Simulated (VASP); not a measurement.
Crystal: GaAs.

```
Ga As
1.0
     0.00000    2.87509    2.87509
     2.87509    0.00000    2.87509
     2.87509    2.87509    0.00000
Ga As
1 1
Direct
  0.00000 0.00000 0.00000
  0.75000 0.75000 0.75000
```

The cell is a database's computed one.

```yaml
Program: VASP 6.6.1
Task: relaxation of cell and atoms
Functional: PBEsol
Potentials_or_basis: VASP PAW PBE potentials, release 64 (Ga_d, As)
Cutoff: 600 eV
k_mesh: 10 × 10 × 10
Occupations: gaussian, width 0.01 eV
Spin: no spin polarisation
```

At the start: pressure -2.9 GPa; volume 23.77 Å³/atom.

Problem. How do energy, volume and symmetry change on relaxing?

Solution. Over 3 steps the energy falls by 9.9 meV/atom and the volume is 22.70 Å³/atom (-4.5 %); space group F-43m (No. 216, to 0.05 Å).

Step by step:
| step | energy change (eV) | largest force (eV/Å) | pressure (GPa) | volume (Å³) |
| --- | --- | --- | --- | --- |
| 1 | 0.0000 | 0.0000 | -2.91 | 47.53 |
| 2 | -0.0170 | 0.0000 | 1.11 | 44.63 |
| 3 | -0.0199 | 0.0000 | 0.03 | 45.39 |

Final structure:
```yaml
crystal:
  lattice:
    - [0.00000, 2.83134, 2.83134]
    - [2.83134, 0.00000, 2.83134]
    - [2.83134, 2.83134, 0.00000]
  atoms:
    - { symbol: Ga, position: [0.00000, 0.00000, 0.00000] }
    - { symbol: As, position: [0.75000, 0.75000, 0.75000] }
```

Caveat: the PAW data sets were made with another functional, which shifts forces and pressure a little.
